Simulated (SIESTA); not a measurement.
HgTe under changes of volume

One of the cells (30.077 Å³/atom); the others are scaled copies at fixed shape and fractional positions:

```xyz
4
Lattice="2.9925 -3.4669 0.0000 2.9925 3.4669 0.0000 0.0000 0.0000 5.7982" Properties=species:S:1:pos:R:3 pbc="T T T"
Hg    2.9925   -1.0883    1.4495
Hg    2.9925    1.0883    4.3486
Te    2.9925    1.9748    1.4495
Te    2.9925   -1.9748    4.3486
```

Measurements of this composition are mostly on another form, of space group No. 216.

* Program: SIESTA 5.4.2
* Functional: LDA
* Potentials or basis: PseudoDojo 0.4 standard (LDA files)
* Basis: DZP (energy shift 0.003 Ry; two zetas on semicore shells)
* Grid cutoff: 800 Ry
* Energy shift: 0.003 Ry
* k mesh: 6 × 6 × 5
* Occupations: fermi-dirac, width 0.05 eV
* Spin: no spin polarisation

| volume (Å³/atom) | energy over the lowest point (meV/atom) | pressure (GPa) | largest force (eV/Å) |
| --- | --- | --- | --- |
| 28.273 | 0.00 | -2.9 | 0.030 |
| 28.874 | 12.91 | -3.9 | 0.101 |
| 29.476 | 29.23 | -4.7 | 0.167 |
| 30.077 | 48.54 | -5.5 | 0.225 |
| 30.679 | ? | ? | ? |
| 31.281 | 94.75 | -6.7 | 0.329 |
| 31.882 | 120.97 | -7.2 | 0.376 |

What does the run at 30.679 Å³/atom give?

Energy over the lowest point 70.48 meV/atom; pressure -6.2 GPa; largest force 0.282 eV/Å.

Worked out: A Birch-Murnaghan fit of order 3 (a polynomial in V^(-2/3)) to the other rows has no minimum within the range. It gives 70.49 meV/atom at 30.679 Å³/atom, against the run's 70.48, and -dE/dV = -6.2 GPa, against -6.2.

Energies are extrapolated to zero smearing.

Caveats: short orbitals over semicore shells can move pressures by several GPa; the basis of atomic orbitals isn't converged, which shifts pressures, moduli and gaps.
